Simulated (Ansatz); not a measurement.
A generator proposed this cell of TaN.

```cif
data_structure
_symmetry_space_group_name_H-M 'R-3m:H'
_symmetry_Int_Tables_number 166
_cell_length_a 3.1027
_cell_length_b 3.1027
_cell_length_c 14.8893
_cell_angle_alpha 90.000
_cell_angle_beta 90.000
_cell_angle_gamma 120.000
_cell_volume 124.13
loop_
_atom_site_label
_atom_site_type_symbol
_atom_site_symmetry_multiplicity
_atom_site_Wyckoff_symbol
_atom_site_fract_x
_atom_site_fract_y
_atom_site_fract_z
_atom_site_occupancy
Ta1 Ta 3 b 0.66667 0.33333 0.83333 1
Ta2 Ta 3 a 0.00000 0.00000 0.00000 1
N1 N 6 c 0.33333 0.66667 0.92528 1
```

Level of theory: Ansatz 0.2.0, DFT PBE, scalar-relativistic, plane waves, PAW. Plane waves to 420 eV, a k mesh through Γ of 6×6×6 on the computed 4-atom cell and Gaussian smearing (0.10 eV); no spin polarisation.

Energies over the elements count from the elements' standard structures at the same level (N₂ as a molecule), with no fitted energy shifts.

Question: How far from equilibrium is it?

Answer: The pressure is 17.8 GPa (the mean over three directions, positive in compression), the largest force is 1.86 eV/Å, and the energy is −0.74 eV/atom against the elements. The shortest distance is 2.11 Å.

Question: How much does it gain on relaxing, and where does it end?

Answer: Relaxing gains under 0.1 eV/atom (the start's value is from the coarse mesh, so the gain is rough) in 14 ionic steps and ends at −0.83 eV/atom on the finer mesh. The symmetry goes from R-3m (No. 166) to Fm-3m (No. 225), and the primitive cell from 4 to 2 atoms. The end has the rock salt type. The volume per atom grows by 4.1 %, from 10.3 to 10.8 Å³. The shortest distance goes from 2.11 Å (Ta–N) to 2.21 Å (Ta–N). Conventional cell: a = 4.417 Å. Ta is surrounded by 6 N at 2.21 Å and 12 Ta at 3.12 Å; N is surrounded by 6 Ta at 2.21 Å.

The last run used a 24×24×24 mesh for its 2-atom cell and Gaussian smearing of 0.10 eV. Spin–orbit coupling, which can matter for Ta, is left out. The relaxation can't lower the symmetry of the start. A later test with randomly moved atoms came back to the same energy, though modes that don't fit the test's cell weren't probed.
